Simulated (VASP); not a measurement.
# Ca (P6_3/mmc) in VASP: a series of runs

One crystal, Ca, is run at these levels: BLYP; tasks: single point.

Program: VASP 6.6.1. These are calculated values, not measurements. Logs are shortened: lines on timing, memory, paths and dates and some standing lists are left out, and cuts for length are marked.

**1. Starting point**

The structure is hexagonal, space group P6_3/mmc (No. 194). Conventional cell: a = 3.919 Å, b = 3.919 Å, c = 12.844 Å, α = 90.00°, β = 90.00°, γ = 120.00°. Around Ca (site symmetry -3m) lie 12 Ca at 3.92 to 3.93 Å. Ca (site symmetry -6m2) has 12 Ca at 3.92 to 3.93 Å as nearest neighbours.

This isn't the form of Ca at room conditions, which is fcc.

**2. Single point, BLYP**

Contents of INCAR:

```
PREC     = Accurate       # precision mode
ENCUT    = 520            # plane-wave cutoff, eV
EDIFF    = 1E-6           # SCF threshold, eV
ISMEAR   = -1             # smearing method
SIGMA    = 0.1            # smearing width, eV
LREAL    = False          # projectors in reciprocal space
LASPH    = True           # aspherical terms in the spheres
NELM     = 100            # most SCF steps
ALGO     = Fast           # electronic algorithm
ISIF     = 2              # what is computed and relaxed
LWAVE    = False          # write WAVECAR
LCHARG   = False          # write CHGCAR
GGA      = B5             # functional
ALDAX    = 1.0          
AGGAX    = 1.0          
AGGAC    = 1.0          
ALDAC    = 0.0          
NBANDS   = 28             # bands
```

Contents of KPOINTS:

```
Automatic mesh
0
Gamma
  12 12 4
```

Contents of POSCAR:

```
Ca
1.0
    3.9193053466      0.0000000000      0.0000000000
   -1.9596526733      3.3942179953      0.0000000000
    0.0000000000      0.0000000000     12.8437505099
Ca
4
Direct
    0.0000000000      1.0000000000      0.0000000000
    0.0000000000      1.0000000000      0.5000000000
    0.3333333333      0.6666666667      0.2500000000
    0.6666666667      0.3333333333      0.7500000000
```

Potentials or basis: VASP PAW PBE potentials, release 64 (Ca_sv).

Launch:

```console
> cat potpaw_PBE.64/Ca_sv/POTCAR > POTCAR
> mpirun -np 1 vasp_std > vasp.out
```

OUTCAR:

```text
PREC = Accurate
   ENCUT = 520
   EDIFF = 1E-6
   ISMEAR = -1
   LREAL = False
   LASPH = True
   NELM = 100
   ISIF = 2
   GGA = B5

 ion  position               nearest neighbor table
   1  0.000  0.000  0.000-
   2  0.000  0.000  0.500-
   3  0.333  0.667  0.250-
   4  0.667  0.333  0.750-

  LATTYP: Found a hexagonal cell.
 ALAT       =     3.9193053466
 C/A-ratio  =     3.2770476842

  Lattice vectors:

 A1 = (   3.9193053466,   0.0000000000,   0.0000000000)
 A2 = (  -1.9596526733,   3.3942179953,   0.0000000000)
 A3 = (   0.0000000000,   0.0000000000,  12.8437505099)

Analysis of symmetry for initial positions (statically):
=====================================================================
 Subroutine PRICEL returns:
 Original cell was already a primitive cell.

 Routine SETGRP: Setting up the symmetry group for a
 hexagonal supercell.

 Subroutine GETGRP returns: Found 24 space group operations
 (whereof 12 operations were pure point group operations)
 out of a pool of 24 trial point group operations.

The static configuration has the point symmetry D_3d.
 The point group associated with its full space group is D_6h.

Analysis of symmetry for dynamics (positions and initial velocities):
=====================================================================
 Subroutine PRICEL returns:
 Original cell was already a primitive cell.

 Routine SETGRP: Setting up the symmetry group for a
 hexagonal supercell.

 Subroutine GETGRP returns: Found 24 space group operations
 (whereof 12 operations were pure point group operations)
 out of a pool of 24 trial point group operations.

The dynamic configuration has the point symmetry D_3d.
 The point group associated with its full space group is D_6h.

 Subroutine INISYM returns: Found 24 space group operations
 (whereof 12 operations are pure point group operations),
 and found     1 'primitive' translations

----------------------------------------------------------------------------------------

                                     Primitive cell

  volume of cell :     170.8601

  direct lattice vectors                    reciprocal lattice vectors
     3.919305347  0.000000000  0.000000000     0.255147255  0.147309336  0.000000000
    -1.959652673  3.394217995  0.000000000     0.000000000  0.294618673  0.000000000
     0.000000000  0.000000000 12.843750510     0.000000000  0.000000000  0.077858878

  length of vectors
     3.919305347  3.919305347 12.843750510     0.294618673  0.294618673  0.077858878

  position of ions in fractional coordinates (direct lattice)
     0.000000000  0.000000000  0.000000000
     0.000000000  0.000000000  0.500000000
     0.333333333  0.666666667  0.250000000
     0.666666667  0.333333333  0.750000000

  ion indices of the primitive-cell ions
   primitive index   ion index
                 1           1
                 2           2
                 3           3
                 4           4

----------------------------------------------------------------------------------------

 KPOINTS: Automatic mesh

Automatic generation of k-mesh.
 Grid dimensions read from file:
 generate k-points for:   12   12    4

 Generating k-lattice:

  Cartesian coordinates                     Fractional coordinates (reciprocal lattice)
     0.021262271  0.012275778  0.000000000     0.083333333  0.000000000  0.000000000
     0.000000000  0.024551556  0.000000000     0.000000000  0.083333333  0.000000000
     0.000000000  0.000000000  0.019464719     0.000000000  0.000000000  0.250000000

  Length of vectors
     0.024551556  0.024551556  0.019464719

  Shift w.r.t. Gamma in fractional coordinates (k-lattice)
     0.000000000  0.000000000  0.000000000

 Subroutine IBZKPT returns following result:
 ===========================================

 Found     57 irreducible k-points:

 Following reciprocal coordinates:
            Coordinates               Weight
  0.000000  0.000000  0.000000      1.000000
  0.083333  0.000000  0.000000      6.000000
  0.166667  0.000000  0.000000      6.000000
  0.250000  0.000000  0.000000      6.000000
  0.333333  0.000000  0.000000      6.000000
  0.416667  0.000000  0.000000      6.000000
[... 16 lines left out ...]
  0.250000  0.000000  0.250000     12.000000
  0.333333  0.000000  0.250000     12.000000
 [... further k-points ...]
   k-points           NKPTS =     57   k-points in BZ     NKDIM =     57   number of bands    NBANDS=     28
   number of dos      NEDOS =    301   number of ions     NIONS =      4
   total plane-waves  NPLWV =  86400
   dimension x,y,z NGX =    30 NGY =   30 NGZ =   96
   dimension x,y,z NGXF=    60 NGYF=   60 NGZF=  192
   ions per type =               4
   NGX,Y,Z   is equivalent  to a cutoff of  12.73, 12.73, 12.43 a.u.
   NGXF,Y,Z  is equivalent  to a cutoff of  25.45, 25.45, 24.85 a.u.
 SYSTEM =  unknown system
   PREC   = accura    normal or accurate (medium, high low for compatibility)
   ISTART =      0    job   : 0-new  1-cont  2-samecut
   ICHARG =      2    charge: 1-file 2-atom 10-const
   ISPIN  =      1    spin polarized calculation?
   LNONCOLLINEAR =      F non collinear calculations
   LSORBIT =      F    spin-orbit coupling
   LASPH  =      T    aspherical Exc in radial PAW
   ENCUT  =  520.0 eV  38.22 Ry    6.18 a.u.   7.29  7.29 23.88*2*pi/ulx,y,z
   NELM   =    100;   NELMIN=  2; NELMDL= -5     # of ELM steps
   EDIFF  = 0.1E-05   stopping-criterion for ELM
   LREAL  =      F    real-space projection
   EDIFFG = 0.1E-04   stopping-criterion for IOM
   NSW    =      0    number of steps for IOM
   IBRION =     -1    ionic relax: 0-MD 1-quasi-New 2-CG
   NFREE  =      0    steps in history (QN), initial steepest desc. (CG)
   ISIF   =      2    stress and relaxation
   ISYM   =      2    0-nonsym 1-usesym 2-fastsym
   POTIM  = 0.5000    time-step for ionic-motion
   TEBEG  =    0.0;   TEEND  =   0.0 temperature during run
   PSTRESS=    0.0 pullay stress
   NELECT =      40.0000    total number of electrons
   NUPDOWN=      -1.0000    fix difference up-down
   EMIN   =  10.00;   EMAX   =-10.00  energy-range for DOS
   EFERMI =   0.00;   METHOD = LEGACY
   ISMEAR =    -1;   SIGMA  =   0.10  broadening in eV -4-tet -1-fermi 0-gaus
   EFERMI_NEDOS =   21; number of points for ismear=-14 and -15
   IALGO  =     68    algorithm
   IMIX   =      4    mixing-type and parameters
     AMIX     =   0.40;   BMIX     =  1.00
     AMIX_MAG =   1.60;   BMIX_MAG =  1.00
  volume/ion in A,a.u.               =      42.72       288.26
  Fermi-wavevector in a.u.,A,eV,Ry     =   1.008977  1.906690 13.851201  1.018035
  Thomas-Fermi vector in A             =   2.141877
   LORBIT       =      0    0 simple, 1 ext, 2 COOP (PROOUT), +10 PAW based schemes
   GGA     = B5    functional components
   LHFCALC =     F    Hartree Fock is set to
   AEXX    =    0.0000 exact exchange contribution
   IVDW    =     0    specifies the selected vdW correction
   LEPSILON=     F    determine dielectric tensor
   LRPA    =     F    only Hartree local field effects (RPA)
 non-spin polarized calculation
 RMM-DIIS sequential band-by-band and
  energy-cutoff  :      520.00
  volume of cell :      170.86
 maximum number of plane-waves:      4649
 NGX is ok and might be reduce to    30
   NGX = 15   NGY = 15   NGZ = 47

 number of electron      39.9999983 magnetization

 Free energy of the ion-electron system (eV)
  ---------------------------------------------------
  ext. energy  EPLUGINS =         0.00000000
  ---------------------------------------------------
  free energy    TOTEN  =        -5.04463421 eV

  energy without entropy =       -4.86385961  energy(sigma->0) =       -4.95424691

 E-fermi :   2.3683     XC(G=0):  -7.2673

 val. band max:        2.3581095054   @ k =   0.3333   0.1667   0.2500
 cond. band min:       2.3720735157   @ k =   0.1667   0.1667   0.0000
 fundamental gap:      0.0139640103
 Fermi energy:         2.3683259725

 k-point     1 :       0.0000    0.0000    0.0000
  band No.  band energies     occupation
      1     -39.6854      2.00000
      2     -39.6812      2.00000
      3     -39.6756      2.00000
      4     -39.6713      2.00000
      5     -20.8533      2.00000
      6     -20.7895      2.00000
[... 20 lines left out ...]
     27       4.4666      0.00000
     28       4.6314      0.00000

 k-point     2 :       0.0833    0.0000    0.0000
  band No.  band energies     occupation
      1     -39.6846      2.00000
      2     -39.6806      2.00000
      3     -39.6750      2.00000
      4     -39.6709      2.00000
      5     -20.8504      2.00000
      6     -20.7903      2.00000
[... 20 lines left out ...]
     27       4.4904      0.00000
     28       4.6599      0.00000

 k-point     3 :       0.1667    0.0000    0.0000
  band No.  band energies     occupation
      1     -39.6825      2.00000
      2     -39.6790      2.00000
      3     -39.6733      2.00000
      4     -39.6698      2.00000
      5     -20.8421      2.00000
      6     -20.7950      2.00000
[... 20 lines left out ...]
     27       4.5116      0.00000
     28       4.6697      0.00000

 k-point     4 :       0.2500    0.0000    0.0000
  band No.  band energies     occupation
      1     -39.6795      2.00000
      2     -39.6768      2.00000
      3     -39.6711      2.00000
      4     -39.6684      2.00000
      5     -20.8305      2.00000
      6     -20.8095      2.00000
[... 578 lines left out ...]
     27       4.5073      0.00000
     28       4.6434      0.00000

 k-point    23 :       0.2500    0.0000    0.2500
  band No.  band energies     occupation
      1     -39.6792      2.00000
      2     -39.6773      2.00000
      3     -39.6706      2.00000
      4     -39.6687      2.00000
      5     -20.8291      2.00000
      6     -20.8176      2.00000
[... 20 lines left out ...]
     27       4.3535      0.00000
     28       4.4593      0.00000

 k-point    24 :       0.3333    0.0000    0.2500
  band No.  band energies     occupation
      1     -39.6762      2.00000
      2     -39.6749      2.00000
      3     -39.6686      2.00000
      4     -39.6673      2.00000
      5     -20.8349      2.00000
      6     -20.8271      2.00000
[... 20 lines left out ...]
     27       4.1353      0.00000
     28       4.3163      0.00000

 [... further k-points ...]

------------------------ aborting loop because EDIFF is reached ----------------------------------------

  FORCE on cell =-STRESS in cart. coord.  units (eV):
  Direction    XX          YY          ZZ          XY          YZ          ZX
  --------------------------------------------------------------------------------------
  -------------------------------------------------------------------------------------
  Total        0.0271831      0.0271831      0.0088114      0.0000000      0.0000000      0.0000000
  in kB        0.2548997      0.2548997      0.0826252      0.0000000      0.0000000      0.0000000
  external PRESSURE =       0.1974749 kB  Pullay stress =       0.0000000 kB

 VOLUME and BASIS-vectors are now :
 -----------------------------------------------------------------------------
  energy-cutoff  :      520.00
  volume of cell :      170.86
      direct lattice vectors                 reciprocal lattice vectors
     3.919305347  0.000000000  0.000000000     0.255147255  0.147309336  0.000000000
    -1.959652673  3.394217995  0.000000000     0.000000000  0.294618673  0.000000000
     0.000000000  0.000000000 12.843750510     0.000000000  0.000000000  0.077858878

 POSITION                                       TOTAL-FORCE (eV/Angst)
 -----------------------------------------------------------------------------------
      0.00000      0.00000      0.00000         0.000000      0.000000      0.000000
      0.00000      0.00000      6.42188         0.000000      0.000000      0.000000
     -0.00000      2.26281      3.21094         0.000000      0.000000      0.000000
      1.95965      1.13141      9.63281        -0.000000      0.000000     -0.000000
 -----------------------------------------------------------------------------------
    total drift:                               -0.000000      0.000000      0.000000

  FREE ENERGIE OF THE ION-ELECTRON SYSTEM (eV)
  ---------------------------------------------------
  free  energy   TOTEN  =        -5.0446342116 eV

  energy  without entropy=       -4.8638596054  energy(sigma->0) =       -4.95424691
```

Run time: 8.5 min. Hardware: 1 thread of Intel Xeon Platinum 8488C (Sapphire Rapids), shared host; peak memory 0.39 GiB.

Results:

```yaml
Free_energy: -5.0446 eV
Pressure: 0.0 GPa
Band_gap_on_the_k_mesh: none (metal or under the smearing width)
```

Caveat: the PAW data sets were made with another functional, which shifts forces and pressure a little.

**3. Single point, BLYP**

This run uses another cell than the first one, of 44.42 Å³/atom, 1.040 times its volume.

Contents of INCAR:

```
SYSTEM = Ca
PREC = Accurate ; ENCUT = 520
EDIFF = 1E-6 ; ISMEAR = -1
SIGMA = 0.1 ; LREAL = .FALSE.
LASPH = .TRUE. ; NELM = 100
ALGO = Fast ; ISIF = 2
LWAVE = .FALSE. ; LCHARG = .FALSE.
GGA = B5 ; ALDAX = 1.0
AGGAX = 1.0 ; AGGAC = 1.0
ALDAC = 0.0 ; NBANDS = 28
```

Contents of KPOINTS:

```
Automatic mesh
0
G
  11 11 3
  0 0 0
```

Contents of POSCAR:

```
Ca
1.0
    3.9708810683      0.0000000000      0.0000000000
   -1.9854405342      3.4388838806      0.0000000000
    0.0000000000      0.0000000000     13.0127666094
Ca
4
Direct
    0.0000000000      1.0000000000      0.0000000000
    0.0000000000      1.0000000000      0.5000000000
    0.3333333333      0.6666666667      0.2500000000
    0.6666666667      0.3333333333      0.7500000000
```

Potentials or basis: VASP PAW PBE potentials, release 64 (Ca_sv).

Launch:

```console
> cat potpaw_PBE.64/Ca_sv/POTCAR > POTCAR
> mpirun -np 1 vasp_std > vasp.out
```

It took 5.2 min on 1 thread of Intel Xeon Platinum 8488C (Sapphire Rapids), shared host; peak memory 0.33 GiB.

It converged, with:

```yaml
Free_energy: -5.0353 eV
Pressure: -0.6 GPa
Band_gap_on_the_k_mesh: none (metal or under the smearing width)
```

Levels at points of the mesh, in eV from the Fermi level:
| k point | band 18 | band 19 | band 20 | band 21 | band 22 | band 23 |
| --- | --- | --- | --- | --- | --- | --- |
| (0.00, 0.00, 0.00) | -2.93 | -2.93 | -1.03 | -0.12 | 1.26 | 1.27 |

Caveat: the PAW data sets were made with another functional, which shifts forces and pressure a little.

**4. Single point, BLYP**

This run uses another cell than the first one, of 39.30 Å³/atom, 0.920 times its volume.

Contents of INCAR:

```
SYSTEM = Ca
PREC = Accurate
ENCUT = 520
EDIFF = 1E-6
ISMEAR = -1
SIGMA = 0.1
LREAL = .FALSE.
LASPH = .TRUE.
NELM = 80
ALGO = Fast
ISIF = 2
LWAVE = .FALSE.
LCHARG = .FALSE.
GGA = B5
ALDAX = 1.0
AGGAX = 1.0
AGGAC = 1.0
ALDAC = 0.0
NBANDS = 28
```

KPOINTS is that of step 3.

Contents of POSCAR:

```
Ca
1.0
    3.8118725866      0.0000000000      0.0000000000
   -1.9059362933      3.3011784960      0.0000000000
    0.0000000000      0.0000000000     12.4916882327
Ca
4
Direct
    0.0000000000      1.0000000000      0.0000000000
    0.0000000000      1.0000000000      0.5000000000
    0.3333333333      0.6666666667      0.2500000000
    0.6666666667      0.3333333333      0.7500000000
```

Launch:

```console
> cat potpaw_PBE.64/Ca_sv/POTCAR > POTCAR
> mpirun -np 1 vasp_std > vasp.out
```

It took 4.2 min on 1 thread of Intel Xeon Platinum 8488C (Sapphire Rapids), shared host; peak memory 0.31 GiB.

Results (log left out):

```yaml
Free_energy: -4.9794 eV
Pressure: 1.6 GPa
Band_gap_on_the_k_mesh: none (metal or under the smearing width)
```

Levels at points of the mesh, in eV from the Fermi level:
```tsv
k point	band 17	band 18	band 19	band 20	band 21	band 22	band 23	band 24
(0.00, 0.00, 0.00)	-4.12	-3.04	-3.04	-1.07	-0.03	1.34	1.35	2.12
```

Caveat: the PAW data sets were made with another functional, which shifts forces and pressure a little.

**5. Single point, BLYP**

This run uses another cell than the first one, of 37.59 Å³/atom, 0.880 times its volume.

Contents of INCAR:

```
SYSTEM = Ca
PREC = Accurate ; ENCUT = 520
EDIFF = 1E-6 ; ISMEAR = -1
SIGMA = 0.1 ; LREAL = .False.
LASPH = .True. ; NELM = 100
ALGO = Fast ; ISIF = 2
LWAVE = .False. ; LCHARG = .True.
GGA = B5 ; ALDAX = 1.0
AGGAX = 1.0 ; AGGAC = 1.0
ALDAC = 0.0 ; LELF = .True.
LVHAR = .True. ; NBANDS = 28
```

Contents of KPOINTS:

```
Automatic mesh
0
Gamma
  11 11 3
  0 0 0
```

Contents of POSCAR:

```
Ca
1.0
    3.7558074927      0.0000000000      0.0000000000
   -1.8779037463      3.2526247004      0.0000000000
    0.0000000000      0.0000000000     12.3079602464
Ca
4
Direct
    0.0000000000      1.0000000000      0.0000000000
    0.0000000000      1.0000000000      0.5000000000
    0.3333333333      0.6666666667      0.2500000000
    0.6666666667      0.3333333333      0.7500000000
```

Launch:

```console
> cat potpaw_PBE.64/Ca_sv/POTCAR > POTCAR
> mpirun -np 1 vasp_std > vasp.out
```

Wall time 4.1 min (1 thread of Intel Xeon Platinum 8488C (Sapphire Rapids), shared host); peak memory 0.31 GiB.

The run converged. Its results:

| Item | Value |
| --- | --- |
| Free energy | -4.8904 eV |
| Pressure | 2.6 GPa |
| Band gap on the k mesh | none (metal or under the smearing width) |

Stress tensor (GPa, compression positive):
```
2.53 0.00 0.00
0.00 2.53 0.00
0.00 0.00 2.64
```

Levels at points of the mesh, in eV from the Fermi level:
```tsv
k point	band 17	band 18	band 19	band 20	band 21	band 22	band 23	band 24
(0.00, 0.00, 0.00)	-4.19	-3.08	-3.07	-1.08	0.01	1.36	1.37	2.18
```

Caveat: the PAW data sets were made with another functional, which shifts forces and pressure a little.

**6. Overview**

| cell | k mesh | gap on the mesh (eV) | pressure (GPa) |
| --- | --- | --- | --- |
| P6_3/mmc, 42.72 Å³/atom | 12 × 12 × 4 | none | 0.0 |
| P6_3/mmc, 44.42 Å³/atom | 11 × 11 × 3 | none | -0.6 |
| P6_3/mmc, 39.3 Å³/atom | 11 × 11 × 3 | none | 1.6 |
| P6_3/mmc, 37.59 Å³/atom | 11 × 11 × 3 | none | 2.6 |

Alike in all rows: task single point; level BLYP; potentials or basis VASP PAW PBE potentials, release 64 (Ca_sv); no spin polarisation; cutoff (eV) 520; smearing fermi-dirac 0.1 eV.

Every run on the cell as given and a fine mesh finds a metal.

Caveats: the PAW data sets were made with another functional, which shifts forces and pressure a little.

Total energies depend on the potentials used, so only differences within one code and one set of settings carry meaning.
